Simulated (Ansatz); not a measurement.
# Se: reading a single point

```
Se
1.0
     4.26112    0.00000    0.00000
    -2.13056    3.69024    0.00000
     0.00000    0.00000    4.84579
Se
3
Direct
  0.21800 0.00000 0.33330
  0.00000 0.21800 0.66663
  0.78200 0.78200 0.99997
```

Level: PBE, no spin polarisation; 420 eV; 7×7×5 Γ-centred mesh; fermi-dirac occupations (width 0.1 eV); Ansatz 0.2.0, fixed geometry.

Problem. Which orbitals make up the band edges?

Solution. Within 0.7 eV of the edges, the states project mainly on Se p (92 %) below the gap and on Se p (84 %) above it.

Problem. What do density and ELF say about some of the short contacts?

Solution. Se–Se at 2.28 Å: least valence density 0.76 e/Å³ and ELF 0.71 there, a shared, covalent-like contact. Both are smooth PAW fields, read partly inside the augmentation spheres.

Problem. What is the band gap?

Solution. The gap is 1.04 eV, indirect (the least direct gap found is 1.24 eV). A semilocal functional usually gives too small a gap.

Problem. What does the stress say?

Solution. The pressure is 10.3 GPa (compression positive), so with the atoms held at these fractions the cell would first expand; the forces are large, so a full relaxation may end otherwise. The principal stresses 8.4, 8.4, 14.1 GPa differ, so its shape would change too.

Problem. Where is the largest force?

Solution. The largest is on Se1 (and as large on other atoms): 1.90 eV/Å, components (1.90, 0.00, 0.00). It makes 128° with the line to a nearest neighbour, Se3 at 2.28 Å.

Origin: a database entry at a rescaled volume. Caveats: atoms or cell far from equilibrium; the mesh misses a band edge that the path finds.
